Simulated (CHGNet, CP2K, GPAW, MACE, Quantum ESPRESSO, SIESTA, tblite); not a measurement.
# Rock-salt TiC, an end member of the NbC–TiC series (64 atoms) in CP2K

Wanted: CP2K inputs and outputs for rock-salt TiC, an end member of the NbC–TiC series (64 atoms), checked against a plane-wave reference.

Method: the method is named at each step, in CP2K 2026.2.

## (1) Set-up

The cell holds 64 atoms: 32 Ti and 32 C. Cell: a = 8.656 Å, b = 8.656 Å, c = 8.656 Å, α = 90.0°, β = 90.0°, γ = 90.0°. It derives from NbC (rock-salt), repeated 2×2×2. Rock-salt NbC, 2 x 2 x 2 conventional cells, 32 of 32 Nb sites given to Ti at random (x = 1.000), lattice by Vegard's rule (a = 4.328 Å); not relaxed, displaced by a Gaussian of 0.02 Å. Then every atom was moved at random, 0.03 Å r.m.s. a Cartesian component.

The yardstick, on the same geometry:

```
method                 : Kohn-Sham DFT, PBE, SSSP efficiency 1.3.0 pseudopotentials, plane waves (Quantum ESPRESSO 7.5); sssp-pbe-1.3.0-efficiency, cutoffs 45/360 Ry, Γ point
r.m.s. force component : 0.5057 eV/Å
longest force          : 1.782 eV/Å
pressure               : 0.7943 GPa
time                   : 75 s on 4 MPI ranks of Arm Neoverse V1, shared host
CPU time               : 5 min
```

## (2) PBE, DZVP-MOLOPT-SR, 800/50 Ry, diagonalisation

Method: Kohn-Sham DFT, PBE, GTH-PBE pseudopotentials, Gaussian and plane waves, DZVP-MOLOPT-SR-GTH, diagonalisation.

The input, input.inp:

```
&GLOBAL
  PROJECT cell
  RUN_TYPE ENERGY_FORCE
  PRINT_LEVEL LOW
&END GLOBAL
&FORCE_EVAL
  METHOD QS
  STRESS_TENSOR ANALYTICAL
  &DFT
    BASIS_SET_FILE_NAME BASIS_MOLOPT
    POTENTIAL_FILE_NAME GTH_POTENTIALS
    &MGRID
      CUTOFF 800
      REL_CUTOFF 50
      NGRIDS 5
    &END MGRID
    &QS
      EPS_DEFAULT 1.0E-12
    &END QS
    &SCF
      SCF_GUESS ATOMIC
      EPS_SCF 5.0E-06
      MAX_SCF 200
      ADDED_MOS 41
      &DIAGONALIZATION
        ALGORITHM STANDARD
      &END DIAGONALIZATION
      &SMEAR ON
        METHOD FERMI_DIRAC
        ELECTRONIC_TEMPERATURE [K] 580
      &END SMEAR
      &MIXING
        METHOD BROYDEN_MIXING
        ALPHA 0.15
        NBROYDEN 12
      &END MIXING
      &PRINT
        &RESTART OFF
        &END RESTART
      &END PRINT
    &END SCF
    &XC
      &XC_FUNCTIONAL PBE
      &END XC_FUNCTIONAL
    &END XC
    &PRINT
      &MULLIKEN ON
      &END MULLIKEN
      &HIRSHFELD ON
        SHAPE_FUNCTION DENSITY
      &END HIRSHFELD
      &MO ON
        EIGENVALUES T
        OCCUPATION_NUMBERS T
        MO_INDEX_RANGE 245 268
        &EACH
          QS_SCF 0
        &END EACH
        ADD_LAST NUMERIC
      &END MO
    &END PRINT
  &END DFT
  &SUBSYS
    &CELL
      A 8.65600 0.00000 0.00000
      B 0.00000 8.65600 0.00000
      C 0.00000 0.00000 8.65600
    &END CELL
    &COORD
      Ti 8.63436 8.63999 0.03826
      C 2.17872 0.00563 8.61402
      Ti 8.58147 2.23810 2.17802
      C 2.25861 2.14963 2.19083
      Ti 2.14582 0.05194 2.18529
      C 0.00995 0.02129 2.10427
      Ti 2.13137 2.15664 0.03783
      C 8.65332 2.17136 0.00649
      Ti 0.00658 8.61056 4.28065
      C 2.23411 0.01852 4.34964
      Ti 8.62389 2.13093 6.48715
      C 2.17231 2.20010 6.49468
      Ti 2.22009 8.64656 6.47417
      C 0.05003 0.02675 6.43790
      Ti 2.19776 2.19577 4.28481
      C 8.61341 2.15907 4.29476
      Ti 0.02017 4.29130 8.59290
      C 2.11198 4.32895 8.58364
      Ti 8.57273 6.49226 2.19248
      C 2.16357 6.47884 2.18529
      Ti 2.16184 4.37448 2.17092
      C 0.01723 4.38825 2.23671
      Ti 2.17015 6.46880 0.01463
      C 0.03878 6.47001 8.57836
      Ti 0.03540 4.31008 4.33683
      C 2.12834 4.26118 4.38002
      Ti 0.05765 6.56610 6.47304
      C 2.18590 6.43028 6.46110
      Ti 2.13578 4.31597 6.45885
      C 0.02657 4.30904 6.44560
      Ti 2.13786 6.47850 4.33562
      C 0.01610 6.50697 4.37171
      Ti 4.42962 0.01653 8.64250
      C 6.46309 8.60978 8.60735
      Ti 4.37050 2.12851 2.14175
      C 6.47503 2.16703 2.12020
      Ti 6.44361 8.64518 2.19369
      C 4.32341 0.01532 2.16530
      Ti 6.51104 2.17352 8.62839
      C 4.30506 2.09934 8.63687
      Ti 4.37085 0.05618 4.31978
      C 6.45400 0.00883 4.33657
      Ti 4.32004 2.17352 6.43167
      C 6.42215 2.18607 6.49460
      Ti 6.53476 8.65470 6.48559
      C 4.41993 0.01809 6.51226
      Ti 6.45980 2.17889 4.36219
      C 4.33553 2.21819 4.28862
      Ti 4.37249 4.31701 0.02251
      C 6.48447 4.31285 0.03229
      Ti 4.31545 6.50793 2.13846
      C 6.48707 6.52827 2.17473
      Ti 6.49927 4.30731 2.21169
      C 4.35379 4.32289 2.12297
      Ti 6.58479 6.52195 0.01125
      C 4.34220 6.45859 8.63523
[... 4 atom lines left out ...]
      Ti 6.45841 4.32835 6.52931
      C 4.31328 4.36003 6.50109
      Ti 6.49901 6.52758 4.32523
      C 4.32402 6.49745 4.37708
    &END COORD
    &KIND Ti
      BASIS_SET DZVP-MOLOPT-SR-GTH-q12
      POTENTIAL GTH-PBE-q12
    &END KIND
    &KIND C
      BASIS_SET DZVP-MOLOPT-SR-GTH-q4
      POTENTIAL GTH-PBE-q4
    &END KIND
  &END SUBSYS
  &PRINT
    &FORCES ON
    &END FORCES
    &STRESS_TENSOR ON
    &END STRESS_TENSOR
  &END PRINT
&END FORCE_EVAL
```

The run is started by

```bash
$ OMP_NUM_THREADS=1 mpirun -np 4 cp2k.psmp -i input.inp > output.txt
```

Numbers of over 12 decimals in the logs are rounded to 6 here.

The program printed:

```text
CP2K| version string:                                       CP2K version 2026.2
 CP2K| Input file name                                                 input.inp
 GLOBAL| Basis set file name                                        BASIS_MOLOPT
 GLOBAL| Potential file name                                      GTH_POTENTIALS
 GLOBAL| Run type                                                   ENERGY_FORCE
 GLOBAL| Total number of message passing processes                             4
 GLOBAL| Number of threads for this process                                    1
 TOTAL NUMBERS AND MAXIMUM NUMBERS
  Total number of            - Atomic kinds:                                   2
                             - Atoms:                                         64
                             - Shell sets:                                    64
                             - Shells:                                       416
                             - Primitive Cartesian functions:                352
                             - Cartesian basis functions:                   1440
                             - Spherical basis functions:                   1248
  Maximum angular momentum of- Orbital basis functions:                        3
                             - Local part of the GTH pseudopotential:          2
                             - Non-local part of the GTH pseudopotential:      3
 SCF PARAMETERS         Density guess:                                    ATOMIC
                        max_scf:                                             200
                        eps_scf:                                        5.00E-06
                        added MOs                                        41    0
                        Mixing method:                            BROYDEN_MIXING
                                                charge density mixing in g-space
                        Smear method:                                FERMI_DIRAC
                        Electronic temperature [K]:                        580.0
                        Electronic temperature [a.u.]:                  1.84E-03
                        Accuracy threshold:                             1.00E-10
 Extrapolation method: initial_guess
 Number of electrons:                                                        512
 Number of occupied orbitals:                                                256
 Number of molecular orbitals:                                               297
 Number of orbital functions:                                               1248
 Number of independent orbital functions:                                   1248
 SCF WAVEFUNCTION OPTIMIZATION
  Step     Update method      Time    Convergence         Total energy    Change
     1 NoMix/Diag. 0.15E+00    6.2     1.80721048     -2058.6687231176 -2.06E+03
     2 Broy./Diag. 0.15E+00    8.6     0.18829810     -2079.1019795270 -2.04E+01
     3 Broy./Diag. 0.15E+00    8.6     0.07536565     -2058.6290525702  2.05E+01
     4 Broy./Diag. 0.15E+00    8.6     0.02454602     -2050.4980476331  8.13E+00
[...]
16 Broy./Diag. 0.15E+00    8.6     0.00000502     -2046.0854912626  5.62E-04
    17 Broy./Diag. 0.15E+00    8.7     0.00000195     -2046.0854159281  7.53E-05
  *** SCF run converged in    17 steps ***
  Electronic density on regular grids:       -512.0000000000        0.0000000000
  Core density on regular grids:              511.9999999997       -0.0000000003
  Total charge density on r-space grids:       -0.0000000003
  Total charge density g-space grids:          -0.0000000003
  Overlap energy of the core charge distribution:               5.21e-12
  Self energy of the core charge distribution:              -3847.490781
  Core Hamiltonian energy:                                    997.304947
  Hartree energy:                                            1095.055128
  Exchange-correlation energy:                               -290.938743
  Electronic entropic energy:                                  -0.015966
  Fermi energy:                                                 0.434037
  Total energy:                                             -2046.085416
  Total energy (extrapolated to T->0):                      -2046.077433
 MO| EIGENVALUES AND OCCUPATION NUMBERS
 MO|
 MO|  Index      Eigenvalue [a.u.]        Eigenvalue [eV]             Occupation
 MO|    245               0.423529              11.524801               1.993469
 MO|    246               0.424027              11.538351               1.991444
 MO|    247               0.424614              11.554347               1.988236
[...]
MO|    267               0.496568              13.512312               0.000000
 MO|    268               0.497468              13.536797               0.000000
 MO| Sum:                                                             512.000000
 MO| E(Fermi):            0.434037 a.u.         11.810747 eV
 !-----------------------------------------------------------------------------!
                     Mulliken Population Analysis
 #  Atom  Element  Kind  Atomic population                           Net charge
       1     Ti       1         11.830719                              0.169281
       2     C        2          4.135749                             -0.135749
       3     Ti       1         11.814973                              0.185027
[...]
63     Ti       1         11.821405                              0.178595
      64     C        2          4.143901                             -0.143901
 # Total charge                            512.000000                 -0.000000
 !-----------------------------------------------------------------------------!
 !-----------------------------------------------------------------------------!
                           Hirshfeld Charges
  #Atom  Element  Kind  Ref Charge     Population                    Net charge
      1       Ti     1      12.000         11.753                         0.247
      2       C      2       4.000          4.222                        -0.222
      3       Ti     1      12.000         11.749                         0.251
[...]
63       Ti     1      12.000         11.748                         0.252
     64       C      2       4.000          4.232                        -0.232
  Total Charge                                                           -0.000
 !-----------------------------------------------------------------------------!
 ENERGY| Total FORCE_EVAL ( QS ) energy [hartree]          -2046.085507
 FORCES| Atomic forces [hartree/bohr]
 FORCES|   Atom     x               y               z               |f|
 FORCES|      1  1.49824339E-02  5.48795284E-03 -9.83037832E-03   1.87410589E-02
 FORCES|      2 -5.80847770E-03 -2.66204391E-03  3.61346721E-03   7.34043843E-03
 FORCES|      3  1.03286850E-02 -1.92221797E-02 -2.73510561E-03   2.19921515E-02
[...]
FORCES|     63 -5.53250724E-03 -9.47834323E-03  1.57202300E-02   1.91722001E-02
 FORCES|     64  1.53372167E-03  4.79822597E-04 -7.16394155E-03   7.34197456E-03
 FORCES| Sum     7.37067426E-05  1.51198722E-05  6.58355428E-05
 FORCES| Total atomic force                                       9.99780633E-05
 STRESS| Analytical stress tensor [bar]
 STRESS|                        x                   y                   z
 STRESS|      x        3.40486965823E+03  -6.52296127050E+02   3.89349178079E+02
 STRESS|      y       -6.52296127050E+02  -6.02903181522E+03  -1.57418013389E+03
 STRESS|      z        3.89349178079E+02  -1.57418013389E+03  -1.43534570469E+03
 STRESS| 1/3 Trace                                            -1.35316928723E+03
```

Elapsed: 3.1 min, on 4 MPI ranks of Arm Neoverse V1, shared host; peak memory 4.9 GiB.

Banners, paths, timers and routine set-up lines are dropped from the logs unmarked, and long logs keep their key lines alone; longer cuts are marked.

Numbers from this run, and their distance from the reference:

| Item | Value |
| --- | --- |
| r.m.s. force component | 0.5119 eV/Å |
| r.m.s. difference of force components | 13.22 meV/Å |
| longest difference of force vectors | 50.67 meV/Å |
| force difference over r.m.s. force | 2.614 % |
| slope of forces against the reference's | 1.012 |
| correlation of force components | 0.9997 |
| pressure | -0.1353 GPa |
| pressure difference | -0.9296 GPa |

Length of the force difference by element (eV/Å):

```csv
element,atoms,mean,most
C,32,0.016,0.026
Ti,32,0.025,0.051
```

A closer look about Ti59, which bears the longest force: 9 atoms, nearest first, numbered in the order of the input, with positions taken from that point.

```csv
atom,x,y,z,distance (Å),bonds,Hirshfeld charge (e),Fx,Fy,Fz (eV/Å)
Ti59,0.00,0.00,0.00,0.00,6,0.25,1.07,1.16,-0.88
C62,0.02,-2.07,-0.05,2.07,6,-0.26,0.22,-0.52,0.08
C56,0.05,0.03,2.09,2.09,6,-0.24,-0.09,-0.16,0.37
C28,-2.10,0.00,-0.09,2.10,6,-0.26,-0.18,0.71,0.55
C64,0.03,0.07,-2.17,2.17,6,-0.23,0.08,0.02,-0.37
C60,2.23,0.05,-0.03,2.23,6,-0.23,-0.25,0.33,-0.51
C46,0.13,2.25,-0.04,2.25,6,-0.24,-0.85,-0.08,-0.49
Ti23,-2.12,0.04,2.12,3.00,6,0.25,-0.09,0.57,-0.19
Ti49,0.08,-2.11,2.13,3.00,6,0.25,-0.20,0.16,-0.53
```

Forces lie 2.6 % from the reference's, at 2.5 times its CPU time.

## (3) PBE, SZV-MOLOPT-SR, 800/50 Ry, diagonalisation

Method: Kohn-Sham DFT, PBE, GTH-PBE pseudopotentials, Gaussian and plane waves, SZV-MOLOPT-SR-GTH, diagonalisation.

input.inp, as its differences from that of step 2:

```diff
@@ -23,3 +23,3 @@
       MAX_SCF 200
-      ADDED_MOS 41
+      ADDED_MOS 32
       &DIAGONALIZATION
@@ -72,3 +72,3 @@
     &KIND Ti
-      BASIS_SET DZVP-MOLOPT-SR-GTH-q12
+      BASIS_SET SZV-MOLOPT-SR-GTH-q12
       POTENTIAL GTH-PBE-q12
@@ -76,3 +76,3 @@
     &KIND C
-      BASIS_SET DZVP-MOLOPT-SR-GTH-q4
+      BASIS_SET SZV-MOLOPT-SR-GTH-q4
       POTENTIAL GTH-PBE-q4
```

The run is started by

```bash
$ OMP_NUM_THREADS=2 cp2k.psmp -i input.inp > output.txt
```

The program printed:

```text
CP2K| version string:                                       CP2K version 2026.2
 CP2K| Input file name                                                 input.inp
 GLOBAL| Basis set file name                                        BASIS_MOLOPT
 GLOBAL| Potential file name                                      GTH_POTENTIALS
 GLOBAL| Run type                                                   ENERGY_FORCE
 GLOBAL| Total number of message passing processes                             1
 GLOBAL| Number of threads for this process                                    2
[... lines left out ...]
                        Smear method:                                FERMI_DIRAC
[... lines left out ...]
 Number of electrons:                                                        512
[... lines left out ...]
  Step     Update method      Time    Convergence         Total energy    Change
[... lines left out ...]
  *** SCF run converged in    14 steps ***
[... lines left out ...]
  Fermi energy:                                                 0.493552
  Total energy:                                             -2042.712872
  Total energy (extrapolated to T->0):                      -2042.712633
[... lines left out ...]
 MO| E(Fermi):            0.493552 a.u.         13.430246 eV
[... lines left out ...]
     64       C      2       4.000          4.244                        -0.244
  Total Charge                                                           -0.000
 !-----------------------------------------------------------------------------!
 ENERGY| Total FORCE_EVAL ( QS ) energy [hartree]          -2042.712875
 FORCES| Atomic forces [hartree/bohr]
 FORCES|   Atom     x               y               z               |f|
 FORCES|      1  1.05523419E-02  5.19769226E-03 -7.40745143E-03   1.39010165E-02
 FORCES|      2 -2.91520654E-03 -3.15106090E-03  5.12758398E-03   6.68728131E-03
 FORCES|      3  1.23866593E-02 -1.87978524E-02 -3.76311590E-04   2.25151104E-02
[...]
FORCES|     63 -7.33647804E-03 -1.27313788E-02  1.51883264E-02   2.11328459E-02
 FORCES|     64  1.51466531E-04 -2.37688642E-04 -7.65608868E-03   7.66127482E-03
 FORCES| Sum     5.09486737E-05  7.88626963E-06  6.95424901E-05
 FORCES| Total atomic force                                       8.65685771E-05
 STRESS| Analytical stress tensor [bar]
 STRESS|                        x                   y                   z
 STRESS|      x       -1.66993041169E+05   6.26224937402E+02  -3.92838461964E+02
 STRESS|      y        6.26224937402E+02  -1.73472386534E+05  -3.48910478913E+02
 STRESS|      z       -3.92838461964E+02  -3.48910478913E+02  -1.71166156771E+05
 STRESS| 1/3 Trace                                            -1.70543861491E+05
```

Wall time 2.3 min (2 threads); peak memory 2.8 GiB; 4.2 min of CPU time.

Numbers from this run, and their distance from the reference:

```
r.m.s. force component                  : 0.5486 eV/Å
r.m.s. difference of force components   : 144.1 meV/Å
longest difference of force vectors     : 546.8 meV/Å
force difference over r.m.s. force      : 28.5 %
slope of forces against the reference's : 1.048
correlation of force components         : 0.9659
pressure                                : -17.05 GPa
pressure difference                     : -17.85 GPa
```

This is a coarse setting, run to see what it loses.

Against the first run (2.6 %), the force difference from the reference is 28 %, at 0.34 times the CPU time (on 2 against 4 cores), with 448 basis functions against 1248: the smaller basis costs accuracy.

(Part 1 of 2 ends here.)

[Also dropped from logs without a mark: logging warnings of Python, and SIESTA's first energy breakdown and zero terms.]

[Logs are printed without paths, hosts, clocks, repeated set-up lines and the standing remarks that a program may print on its own settings, such as how far it seeks lower states.]

[Hosts, paths, dates, database ids (printed as entryN), source tags and the programs' standing remarks are cut or masked in the printed files.]
